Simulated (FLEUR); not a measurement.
# Si (Fd-3m) in FLEUR: a series of runs

The runs below take Si through band structure, equation of state, with r2SCAN.

Everything below comes from runs of FLEUR MaX-R8.1 (later development tree). Logs are shortened: lines on timing, memory, paths and dates and some standing lists are left out, and cuts for length are marked.

**1. The crystal as given**

The structure is cubic, space group Fd-3m (No. 227). Conventional cell: a = 5.444 Å, b = 5.444 Å, c = 5.444 Å, α = 90.00°, β = 90.00°, γ = 90.00°. Around Si (site symmetry -43m) lie 4 Si at 2.36 Å.

**2. Band structure, r2SCAN**

File inp.xml:

```xml
<?xml version="1.0" encoding="UTF-8" standalone="no"?>
<fleurInput fleurInputVersion="0.39">
   <comment>
      Si                                                                                                  
   </comment>
   <calculationSetup>
      <cutoffs Kmax="4.76" Gmax="14.7" GmaxXC="14.7" numbands="0"/>
      <scfLoop itmax="80" minDistance="0.0001" maxIterBroyd="30" imix="Anderson" alpha="0.05" precondParam="0.0" spinf="2.0" sdNocoIR="T"/>
      <coreElectrons ctail="F" frcor="F" kcrel="0" coretail_lmax="0"/>
      <xcFunctional name="LibXC" relativisticCorrections="F">
         <LibXCName exchange="mgga_x_r2scan" correlation="mgga_c_r2scan"/>
         <AuxGGA exchange="117" correlation="130"/>
      </xcFunctional>
      <magnetism jspins="1"/>
      <soc l_soc="F" theta="0.0" phi="0.0" spav="F"/>
      <expertModes spex="0" secvar="F"/>
      <geometryOptimization l_f="F" forcealpha="1.0" forcemix="BFGS" epsdisp="0.00001" epsforce="0.00001"/>
      <ldaU l_linMix="F" mixParam="0.05" spinf="1.0"/>
   </calculationSetup>
   <cell>
      <bzIntegration valenceElectrons="24.0" mode="hist" fermiSmearingEnergy="0.00183747">
         <kPointListSelection listName="default-1"/>
         <!-- k-points included here -->
         <xi:include xmlns:xi="http://www.w3.org/2001/XInclude" href="kpts.xml"> </xi:include>
      </bzIntegration>
      <!-- symmetry operations included here -->
      <xi:include xmlns:xi="http://www.w3.org/2001/XInclude" href="sym.xml"> </xi:include>
      <bulkLattice scale="1.0">
         <bravaisMatrix>
            <row-1>    0.0000000000000000     5.1435532944025564     5.1435532944025564</row-1>
            <row-2>    5.1435532944025564     0.0000000000000000     5.1435532944025564</row-2>
            <row-3>    5.1435532944025564     5.1435532944025564     0.0000000000000000</row-3>
         </bravaisMatrix>
      </bulkLattice>
   </cell>
   <atomSpecies>
      <species name="Silicon (Si)" element="Si" atomicNumber="14">
         <mtSphere radius="2.06" gridPoints="681" logIncrement="0.017"/>
         <atomicCutoffs lmax="8" lnonsphr="8"/>
         <electronConfig flipSpins="F">
            <coreConfig>(1s1/2)</coreConfig>
            <valenceConfig>(2s1/2) (2p1/2) (2p3/2) (3s1/2) (3p1/2) (3p3/2)</valenceConfig>
            <stateOccupation state="(3p1/2)" spinUp="0.333333" spinDown="0.333333"/>
            <stateOccupation state="(3p3/2)" spinUp="0.666667" spinDown="0.666667"/>
         </electronConfig>
         <energyParameters s="3" p="3" d="3" f="4"/>
         <lo type="SCLO" l="0" n="2" eDeriv="0"/>
         <lo type="SCLO" l="1" n="2" eDeriv="0"/>
         <lo type="SCLO" l="2" n="3" eDeriv="2"/>
         <lo type="SCLO" l="3" n="4" eDeriv="2"/>
      </species>
   </atomSpecies>
   <atomGroups>
      <atomGroup species="Silicon (Si)">
         <relPos label="                   1">3.000/8.000 3.000/8.000 3.000/8.000</relPos>
         <relPos label="                   2">-3.000/8.000 -3.000/8.000 -3.000/8.000</relPos>
         <force calculate="T" relaxXYZ="TTT"/>
      </atomGroup>
   </atomGroups>
   <output dos="F" band="F" slice="F">
      <checks vchk="F" cdinf="F"/>
      <bandDOS minEnergy="-.5*Htr" maxEnergy="0.5*Htr" sigma="0.015" storeEVData="T"/>
      <vacuumDOS vacdos="F" integ="F" star="F" nstars="0" locx1="0.0" locy1="0.0" locx2="0.0" locy2="0.0" nstm="0" tworkf="0.0"/>
      <unfoldingBand unfoldBand="F" supercellX="1" supercellY="1" supercellZ="1"/>
      <plotting iplot="0" polar="F">
         <plot TwoD="T" vec1="  1.0  0.0  0.0" vec2="  0.0  1.0  0.0" vec3="  0.0  0.0  1.0" zero="  0.0  0.0  0.0" file="plot"/>
      </plotting>
      <chargeDensitySlicing numkpt="0" minEigenval="0.0" maxEigenval="0.0" nnne="0" pallst="F"/>
      <specialOutput eonly="F"/>
      <moessbauerParams electricFieldGradient="T" isomerShift="T" coreHyperfine="T" valenceHyperfine="T"/>
      <magneticCircularDichroism mcd="F" energyLo="-10.0" energyUp="0.0"/>
   </output>
  <!-- We include the file relax.xml here to enable relaxations (see documentation) -->
  <xi:include xmlns:xi="http://www.w3.org/2001/XInclude" href="relax.xml"> <xi:fallback/> </xi:include>
</fleurInput>
```

File crystal.txt:

```
Si
&input cartesian=F /
0.0000000000  2.7218511865  2.7218511865
2.7218511865  0.0000000000  2.7218511865
2.7218511865  2.7218511865  0.0000000000
1.8897261246
1.0 1.0 1.0

2
14 0.5000000000  0.5000000000  0.5000000000
14 0.7500000000  0.7500000000  0.7500000000

&kpt div1=8 div2=8 div3=8 gamma=T /
```

File inp.xml (bands):

```
<?xml version="1.0" encoding="UTF-8" standalone="no"?>
<fleurInput fleurInputVersion="0.39">
   <comment>
      Si                                                                                                  
   </comment>
   <calculationSetup>
      <cutoffs Kmax="4.76" Gmax="14.7" GmaxXC="14.7" numbands="0"/>
      <scfLoop itmax="80" minDistance="0.0001" maxIterBroyd="30" imix="Anderson" alpha="0.05" precondParam="0.0" spinf="2.0" sdNocoIR="T"/>
      <coreElectrons ctail="F" frcor="F" kcrel="0" coretail_lmax="0"/>
      <xcFunctional name="LibXC" relativisticCorrections="F">
         <LibXCName exchange="mgga_x_r2scan" correlation="mgga_c_r2scan"/>
         <AuxGGA exchange="117" correlation="130"/>
      </xcFunctional>
      <magnetism jspins="1"/>
      <soc l_soc="F" theta="0.0" phi="0.0" spav="F"/>
      <expertModes spex="0" secvar="F"/>
      <geometryOptimization l_f="F" forcealpha="1.0" forcemix="BFGS" epsdisp="0.00001" epsforce="0.00001"/>
      <ldaU l_linMix="F" mixParam="0.05" spinf="1.0"/>
   </calculationSetup>
   <cell>
      <bzIntegration valenceElectrons="24.0" mode="hist" fermiSmearingEnergy="0.00183747">
         <kPointListSelection listName="path-1"/>
         <!-- k-points included here -->
         <xi:include xmlns:xi="http://www.w3.org/2001/XInclude" href="kpts.xml"> </xi:include>
      </bzIntegration>
      <!-- symmetry operations included here -->
      <xi:include xmlns:xi="http://www.w3.org/2001/XInclude" href="sym.xml"> </xi:include>
      <bulkLattice scale="1.0">
         <bravaisMatrix>
            <row-1>    0.0000000000000000     5.1435532944025564     5.1435532944025564</row-1>
            <row-2>    5.1435532944025564     0.0000000000000000     5.1435532944025564</row-2>
            <row-3>    5.1435532944025564     5.1435532944025564     0.0000000000000000</row-3>
         </bravaisMatrix>
      </bulkLattice>
   </cell>
   <atomSpecies>
      <species name="Silicon (Si)" element="Si" atomicNumber="14">
         <mtSphere radius="2.06" gridPoints="681" logIncrement="0.017"/>
         <atomicCutoffs lmax="8" lnonsphr="8"/>
         <electronConfig flipSpins="F">
            <coreConfig>(1s1/2)</coreConfig>
            <valenceConfig>(2s1/2) (2p1/2) (2p3/2) (3s1/2) (3p1/2) (3p3/2)</valenceConfig>
            <stateOccupation state="(3p1/2)" spinUp="0.333333" spinDown="0.333333"/>
            <stateOccupation state="(3p3/2)" spinUp="0.666667" spinDown="0.666667"/>
         </electronConfig>
         <energyParameters s="3" p="3" d="3" f="4"/>
         <lo type="SCLO" l="0" n="2" eDeriv="0"/>
         <lo type="SCLO" l="1" n="2" eDeriv="0"/>
         <lo type="SCLO" l="2" n="3" eDeriv="2"/>
         <lo type="SCLO" l="3" n="4" eDeriv="2"/>
      </species>
   </atomSpecies>
   <atomGroups>
      <atomGroup species="Silicon (Si)">
         <relPos label="                   1">3.000/8.000 3.000/8.000 3.000/8.000</relPos>
         <relPos label="                   2">-3.000/8.000 -3.000/8.000 -3.000/8.000</relPos>
         <force calculate="T" relaxXYZ="TTT"/>
      </atomGroup>
   </atomGroups>
   <output dos="F" band="T" slice="F">
      <checks vchk="F" cdinf="F"/>
      <bandDOS minEnergy="-.5*Htr" maxEnergy="0.5*Htr" sigma="0.015" storeEVData="T"/>
      <vacuumDOS vacdos="F" integ="F" star="F" nstars="0" locx1="0.0" locy1="0.0" locx2="0.0" locy2="0.0" nstm="0" tworkf="0.0"/>
      <unfoldingBand unfoldBand="F" supercellX="1" supercellY="1" supercellZ="1"/>
      <plotting iplot="0" polar="F">
         <plot TwoD="T" vec1="  1.0  0.0  0.0" vec2="  0.0  1.0  0.0" vec3="  0.0  0.0  1.0" zero="  0.0  0.0  0.0" file="plot"/>
      </plotting>
      <chargeDensitySlicing numkpt="0" minEigenval="0.0" maxEigenval="0.0" nnne="0" pallst="F"/>
      <specialOutput eonly="F"/>
      <moessbauerParams electricFieldGradient="T" isomerShift="T" coreHyperfine="T" valenceHyperfine="T"/>
      <magneticCircularDichroism mcd="F" energyLo="-10.0" energyUp="0.0"/>
   </output>
  <!-- We include the file relax.xml here to enable relaxations (see documentation) -->
  <xi:include xmlns:xi="http://www.w3.org/2001/XInclude" href="relax.xml"> <xi:fallback/> </xi:include>
</fleurInput>
```

Potentials or basis: all-electron, FLAPW.

Started as:

```bash
> inpgen -f crystal.txt -profile fastHighL
> # inp.xml edited to the form shown
> fleur_MPI
> fleur_MPI   # second run, on inp.xml (bands)
```

The program printed:

```text
Welcome to FLEUR        (www.flapw.de)
      MaX-Release 8.1          (www.max-centre.eu)
 func_ids         498         497         498         497
 MetaGGA potential functional detected - V_tau will be computed
 Auxiliary Potential for radial basis: exchange=         117  correlation=         130
The functional 'Re-regularized SCAN exchange by Furness et al' is an exchange functional, it belongs to the 'MGGA' family and is defined in the reference(s):
[1] J. W. Furness, A. D. Kaplan, J. Ning, J. P. Perdew, and J. Sun.,  J. Phys. Chem. Lett. 11, 8208-8215 (2020)
[2] J. W. Furness, A. D. Kaplan, J. Ning, J. P. Perdew, and J. Sun.,  J. Phys. Chem. Lett. 11, 9248-9248 (2020)
The functional 'Re-regularized SCAN correlation by Furness et al' is a correlation functional, it belongs to the 'MGGA' family and is defined in the reference(s):
[1] J. W. Furness, A. D. Kaplan, J. Ning, J. P. Perdew, and J. Sun.,  J. Phys. Chem. Lett. 11, 8208-8215 (2020)
[2] J. W. Furness, A. D. Kaplan, J. Ning, J. P. Perdew, and J. Sun.,  J. Phys. Chem. Lett. 11, 9248-9248 (2020)
 Using same functional for VXC and EXC

 ========== k-point set info ==========
 Selected k-point list: default-1
 k-point list type: mesh
 8 x 8 x 8
 Number of k points: 29

 ------------Calculation Setup---------------------------
 Number of MPI-tasks      :            1
 Number of PE/node        :            1
 Number of OMP-threads    :            1
 Most efficient MPI parallelization for:
           1          29
 Additional eigenvalue parallelization possible
 Number of basis functions:          587
 Approximate size of matrices (H+S) per k-point:         0.005 GB
 --------------------------------------------------------
The functional 'Hammer, Hansen, and Norskov' is an exchange functional, it belongs to the 'GGA' family and is defined in the reference(s):
[1] B. Hammer, L. B. Hansen, and J. K. Nørskov.,  Phys. Rev. B 59, 7413 (1999)
The functional 'Perdew, Burke & Ernzerhof' is a correlation functional, it belongs to the 'GGA' family and is defined in the reference(s):
[1] J. P. Perdew, K. Burke, and M. Ernzerhof.,  Phys. Rev. Lett. 77, 3865 (1996)
[2] J. P. Perdew, K. Burke, and M. Ernzerhof.,  Phys. Rev. Lett. 78, 1396 (1997)
 Using same functional for VXC and EXC
 Using auxiliary GGA potential for the first iteration of MetaGGA calculation.
 Reset of history
 Reset of history
 Iteration:     1   Distance:      12.98654957 me/bohr^3
The functional 'Hammer, Hansen, and Norskov' is an exchange functional, it belongs to the 'GGA' family and is defined in the reference(s):
[1] B. Hammer, L. B. Hansen, and J. K. Nørskov.,  Phys. Rev. B 59, 7413 (1999)
The functional 'Perdew, Burke & Ernzerhof' is a correlation functional, it belongs to the 'GGA' family and is defined in the reference(s):
[1] J. P. Perdew, K. Burke, and M. Ernzerhof.,  Phys. Rev. Lett. 77, 3865 (1996)
[2] J. P. Perdew, K. Burke, and M. Ernzerhof.,  Phys. Rev. Lett. 78, 1396 (1997)
 Using same functional for VXC and EXC
 Iteration:     2   Distance:      12.60328327 me/bohr^3
The functional 'Hammer, Hansen, and Norskov' is an exchange functional, it belongs to the 'GGA' family and is defined in the reference(s):
[1] B. Hammer, L. B. Hansen, and J. K. Nørskov.,  Phys. Rev. B 59, 7413 (1999)
The functional 'Perdew, Burke & Ernzerhof' is a correlation functional, it belongs to the 'GGA' family and is defined in the reference(s):
[1] J. P. Perdew, K. Burke, and M. Ernzerhof.,  Phys. Rev. Lett. 77, 3865 (1996)
[2] J. P. Perdew, K. Burke, and M. Ernzerhof.,  Phys. Rev. Lett. 78, 1396 (1997)
 Using same functional for VXC and EXC
 Iteration:     3   Distance:      11.90558937 me/bohr^3
The functional 'Hammer, Hansen, and Norskov' is an exchange functional, it belongs to the 'GGA' family and is defined in the reference(s):
[1] B. Hammer, L. B. Hansen, and J. K. Nørskov.,  Phys. Rev. B 59, 7413 (1999)
The functional 'Perdew, Burke & Ernzerhof' is a correlation functional, it belongs to the 'GGA' family and is defined in the reference(s):
[1] J. P. Perdew, K. Burke, and M. Ernzerhof.,  Phys. Rev. Lett. 77, 3865 (1996)
[2] J. P. Perdew, K. Burke, and M. Ernzerhof.,  Phys. Rev. Lett. 78, 1396 (1997)
 Using same functional for VXC and EXC
 Iteration:     4   Distance:       1.67510044 me/bohr^3
The functional 'Hammer, Hansen, and Norskov' is an exchange functional, it belongs to the 'GGA' family and is defined in the reference(s):
[1] B. Hammer, L. B. Hansen, and J. K. Nørskov.,  Phys. Rev. B 59, 7413 (1999)
The functional 'Perdew, Burke & Ernzerhof' is a correlation functional, it belongs to the 'GGA' family and is defined in the reference(s):
[1] J. P. Perdew, K. Burke, and M. Ernzerhof.,  Phys. Rev. Lett. 77, 3865 (1996)
[2] J. P. Perdew, K. Burke, and M. Ernzerhof.,  Phys. Rev. Lett. 78, 1396 (1997)
 Using same functional for VXC and EXC
 Iteration:     5   Distance:       0.67166313 me/bohr^3
The functional 'Hammer, Hansen, and Norskov' is an exchange functional, it belongs to the 'GGA' family and is defined in the reference(s):
[... 18 lines left out ...]
 Using same functional for VXC and EXC
 Iteration:     8   Distance:       0.02999000 me/bohr^3
The functional 'Hammer, Hansen, and Norskov' is an exchange functional, it belongs to the 'GGA' family and is defined in the reference(s):
[1] B. Hammer, L. B. Hansen, and J. K. Nørskov.,  Phys. Rev. B 59, 7413 (1999)
The functional 'Perdew, Burke & Ernzerhof' is a correlation functional, it belongs to the 'GGA' family and is defined in the reference(s):
[1] J. P. Perdew, K. Burke, and M. Ernzerhof.,  Phys. Rev. Lett. 77, 3865 (1996)
[2] J. P. Perdew, K. Burke, and M. Ernzerhof.,  Phys. Rev. Lett. 78, 1396 (1997)
 Using same functional for VXC and EXC
 Iteration:     9   Distance:       0.00272499 me/bohr^3
The functional 'Hammer, Hansen, and Norskov' is an exchange functional, it belongs to the 'GGA' family and is defined in the reference(s):
[1] B. Hammer, L. B. Hansen, and J. K. Nørskov.,  Phys. Rev. B 59, 7413 (1999)
The functional 'Perdew, Burke & Ernzerhof' is a correlation functional, it belongs to the 'GGA' family and is defined in the reference(s):
[1] J. P. Perdew, K. Burke, and M. Ernzerhof.,  Phys. Rev. Lett. 77, 3865 (1996)
[2] J. P. Perdew, K. Burke, and M. Ernzerhof.,  Phys. Rev. Lett. 78, 1396 (1997)
 Using same functional for VXC and EXC
 Iteration:    10   Distance:       0.00184108 me/bohr^3
The functional 'Hammer, Hansen, and Norskov' is an exchange functional, it belongs to the 'GGA' family and is defined in the reference(s):
[1] B. Hammer, L. B. Hansen, and J. K. Nørskov.,  Phys. Rev. B 59, 7413 (1999)
The functional 'Perdew, Burke & Ernzerhof' is a correlation functional, it belongs to the 'GGA' family and is defined in the reference(s):
[1] J. P. Perdew, K. Burke, and M. Ernzerhof.,  Phys. Rev. Lett. 77, 3865 (1996)
[2] J. P. Perdew, K. Burke, and M. Ernzerhof.,  Phys. Rev. Lett. 78, 1396 (1997)
 Using same functional for VXC and EXC
 Iteration:    11   Distance:       0.00006998 me/bohr^3

 ********************************************************************
 Run finished successfully
 Stop message:
   all done
 ********************************************************************
```

Run time: 1.7 min. Hardware: 1 thread of Intel Xeon at 2.50GHz (Skylake/Cascade Lake), shared host; peak memory 0.08 GiB.

What came out:

| Property | Result |
| --- | --- |
| Free energy | -15790.7349 eV |
| Band gap on the k mesh | 0.81 eV, indirect (least direct gap 2.74 eV) |
| Band gap along the path | 0.77 eV, indirect (least direct gap 2.74 eV) |
| Valence electrons inside the program's atomic spheres | Si 9.91 (radii Si 2.06 bohr) |

Levels at the corners of the path, in eV from the valence-band top:
| point | band 9 | band 10 | band 11 | band 12 | band 13 | band 14 | band 15 | band 16 |
| --- | --- | --- | --- | --- | --- | --- | --- | --- |
| Γ | -12.49 | 0.00 | 0.00 | 0.00 | 2.74 | 2.74 | 2.74 | 3.90 |
| X | -8.14 | -8.14 | -3.00 | -3.00 | 0.92 | 0.92 | 10.82 | 10.82 |
| W | -7.97 | -7.97 | -4.00 | -4.00 | 4.58 | 4.58 | 5.40 | 5.40 |
| K | -8.58 | -7.52 | -4.47 | -2.55 | 1.43 | 4.45 | 7.95 | 8.54 |
| Γ | -12.49 | 0.00 | 0.00 | 0.00 | 2.74 | 2.74 | 2.74 | 3.90 |
| L | -10.05 | -7.24 | -1.27 | -1.27 | 1.85 | 3.58 | 3.58 | 8.29 |
| U | -8.58 | -7.52 | -4.47 | -2.55 | 1.43 | 4.45 | 7.95 | 8.54 |
| W | -7.97 | -7.97 | -4.00 | -4.00 | 4.58 | 4.58 | 5.40 | 5.40 |
| L | -10.05 | -7.24 | -1.27 | -1.27 | 1.85 | 3.58 | 3.58 | 8.29 |
| K | -8.58 | -7.52 | -4.47 | -2.55 | 1.43 | 4.45 | 7.95 | 8.54 |
| U | -8.58 | -7.52 | -4.47 | -2.55 | 1.43 | 4.45 | 7.95 | 8.54 |
| X | -8.14 | -8.14 | -3.00 | -3.00 | 0.92 | 0.92 | 10.82 | 10.82 |

Core levels (eV from the Fermi level):
```
atom         levels
1 Si  1s1/2 -1780.0
2 Si  1s1/2 -1780.0
```

Caveat: the meta-GGA is that of a development version, with a GGA for the radial functions and cores and without core tails. r2SCAN opens gaps a little over a GGA but as a rule still falls short of measured ones.

(Continued in part 2 of 2.)
